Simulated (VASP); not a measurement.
Input of a VASP 6.6.1 run:

INCAR

```
SYSTEM = PtS2
PREC = Accurate
ENCUT = 520
EDIFF = 1E-7
ISMEAR = 0
SIGMA = 0.05
LREAL = .FALSE.
LASPH = .TRUE.
NELM = 60
ALGO = Fast
ISIF = 2
LWAVE = .FALSE.
LCHARG = .FALSE.
ISPIN = 2
MAGMOM = -0.13 0 0
LORBIT = 11
LMAXMIX = 4
LDAU = .TRUE.
LDAUTYPE = 2
LDAUL = 2 -1
LDAUU = 6 0
LDAUJ = 0 0
LDAUPRINT = 1
GGA = PE
```

KPOINTS

```
regular mesh
0
G
  6 6 4
  0 0 0
```

The input POSCAR:

```
PtS2
1.0
    3.1165126000     -1.9104842100      0.0000000000
    3.1165126000      1.9104842100      0.0000000000
   -0.0030682400      0.0000000000      4.3949362900
Pt S
1 2
Direct
    0.0000000000      0.0000000000      0.0000000000
    0.6879000000      0.6879000000      0.2889000000
    0.3121000000      0.3121000000      0.7111000000
```

Potentials or basis: VASP PAW PBE potentials, release 64 (Pt, S).

Command:

```sh
$ cat potpaw_PBE.64/Pt/POTCAR potpaw_PBE.64/S/POTCAR > POTCAR
$ mpirun -np 1 vasp_std > vasp.out
```

Task: Estimate the largest force.

Result: 1.257 eV/Å.

Task: Predict the band gap on the k mesh.

Result: None (metal or under the smearing width).

Eigenvalues of the final occupation matrices:
| site | spin | trace | eigenvalues |
| --- | --- | --- | --- |
| site 1 d | 1 | 4.27 | 0.68 0.75 0.94 0.94 0.95 |
| site 1 d | 2 | 4.27 | 0.68 0.75 0.94 0.94 0.95 |

Caveat: forces of over 1 eV/Å show positions far from the minimum, so gaps and moduli don't describe the material at rest. The state reached can hang on the start; a lower one may exist.
